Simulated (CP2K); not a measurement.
# InP: equation of state with PBEsol

**Measured values to compare with.**

A printed reference work, data compilation reports, for a bulk crystal of InP: bulk modulus 71 GPa.

Crystal: InP.

```
In P
1.0
     4.14435    0.00000    0.00000
     2.07218    3.58911    0.00000
     2.07218    1.19637    3.38385
In P
1 1
Direct
  0.00000 0.00000 0.00000
  0.75000 0.75000 0.75000
```

```
Program             : CP2K 2026.2
Task                : equation of state
Functional          : PBEsol
Potentials or basis : POTENTIAL_UZH In GTH-PBE-q13, P GTH-PBE-q5; TZVP-MOLOPT-PBE-GTH basis
Density cutoff      : 6123 eV
k mesh              : 8 × 8 × 8
Occupations         : fermi-dirac, width 0.05 eV
Spin                : no spin polarisation
```

- Equilibrium volume: 25.75 Å³/atom
- Bulk modulus: 66 GPa
- Pressure derivative of the bulk modulus: 4.6

Energy against volume, from the lowest point:
```tsv
volume (Å³/atom)	energy (meV/atom)
23.657	40.92
24.160	22.68
24.663	10.16
25.167	2.78
25.670	0.00
26.173	1.34
26.677	6.37
```

All runs of the series together: 10 min on 1 thread of Arm Neoverse N1, on a shared host.

A measured bulk modulus of InP is 71 GPa (a printed reference work, data compilation); the calculated 66 GPa misses it by -7.2 %. The fit is for a static lattice scaled at fixed shape and fixed fractional positions.

Caveat: the potentials were made for another functional, which shifts forces and pressure; the basis of atomic orbitals isn't converged, which shifts pressures, moduli and gaps.
